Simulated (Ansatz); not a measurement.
**Zone-centre phonons of CaF2 at 30 GPa: input and output**

All numbers below come from DFT LDA, scalar-relativistic, plane waves, PAW (Ansatz).

Launched with:
```bash
ansatz run input.yaml --threads 1 --pin off --max-ram 3072MiB --backend cpu --events-out ev --progress --plain --runs-dir out
```

Input (bare energies are in eV):
```yaml
crystal:
  lattice:
    - [0.0, 2.4981984563, 2.4981984563]
    - [2.4981984563, 0.0, 2.4981984563]
    - [2.4981984563, 2.4981984563, 0.0]
  atoms:
    - { symbol: Ca, position: [0.0, 0.0, 0.0] }
    - { symbol: F, position: [0.25, 0.25, 0.25] }
    - { symbol: F, position: [0.75, 0.75, 0.75] }
basis:
  ecutwfc: 420
kpoints:
  mp_grid: { grid: [8, 8, 8] }
hamiltonian:
  xc: lda
scf:
  occupations: { method: fixed }
output:
  eigenvalues: true
phonons:
  method: dfpt
  dielectric: true
  rigid_motions: translations
  eigenvectors: true
```

The end of the output:
```
--- Phonons (Γ-DFPT): 2 representative perturbations + reference, on 95 of 512 k-points (Σ response iterations 7) ---
  k mesh reduced under 4 symmetry operations, with k and −k counted as one. Each operation leaves every solved perturbation unchanged. A smaller set is not considered because the run solves the response ...
  ASR residual: 2.089e-4 → 0.000e0 eV/Å²; symmetrization residual: 3.896e-7 eV/Å²
  ASR residual per site (eV/Å²): 1.47e-4 2.09e-4 2.09e-4
  Γ frequencies (cm⁻¹): 0.00 0.00 0.00 421.84 421.84 421.84 456.90 456.90 456.90
  ε∞ (high-frequency dielectric tensor):
        2.521474    -0.000000     0.000000
        0.000000     2.521474     0.000000
       -0.000000    -0.000000     2.521474
  ε⁰ (static dielectric tensor: ions relaxed, cell fixed):
        5.247618    -0.000000    -0.000000
       -0.000000     5.247618     0.000000
       -0.000000     0.000000     5.247618
  ε⁰ − ε∞ (ionic part):
        2.726145    -0.000000    -0.000000
       -0.000000     2.726145     0.000000
       -0.000000     0.000000     2.726145
  softest optical mode at Γ: 421.84 cm⁻¹; the repairs (sum rule, projections) moved no ω² at Γ by more than (1.74 cm⁻¹)²
  Born effective charges Z* (e; rows j = field, columns β = displacement):
    site 0:
         2.44870    0.00000   -0.00000
         0.00000    2.44870   -0.00000
         0.00000    0.00000    2.44870
    site 1:
        -1.22435   -0.00000    0.00000
         0.00000   -1.22435    0.00000
         0.00000   -0.00000   -1.22435
    site 2:
        -1.22435   -0.00000    0.00000
         0.00000   -1.22435    0.00000
         0.00000   -0.00000   -1.22435
  Z* charge neutrality: 9.933e-6 e pre-enforcement
  k-mesh period / interband length: 28.3 Å / 0.84 Å = 33.77 at k = (0.0000, 0.0000, 0.0000), direct gap 8.947 eV — 14 or more, which is no proof of convergence
  optical modes at Γ without the LO–TO term, one row a degenerate level:
      ω (cm⁻¹) modes IR ((D/Å)²/amu)
        421.84      3            21.2770
        456.90      3             0.0000
  optical modes at Γ + LO–TO along q̂ = [1.0000, 0.0000, 0.0000]:
      ω (cm⁻¹) modes IR ((D/Å)²/amu)
        421.84      2            14.1847
        456.90      3             0.0000
        608.55      1             7.0923
  optical modes at Γ + LO–TO along q̂ = [0.0000, 1.0000, 0.0000]:
      ω (cm⁻¹) modes IR ((D/Å)²/amu)
        421.84      2            14.1847
        456.90      3             0.0000
        608.55      1             7.0923
  optical modes at Γ + LO–TO along q̂ = [0.0000, 0.0000, 1.0000]:
      ω (cm⁻¹) modes IR ((D/Å)²/amu)
        421.84      2            14.1847
        456.90      3             0.0000
        608.55      1             7.0923
```

Time: 20 s on 1 thread of Arm Neoverse V1, with other jobs on the host, peak memory 0.44 GiB.

The real crystal has changed phase below this pressure.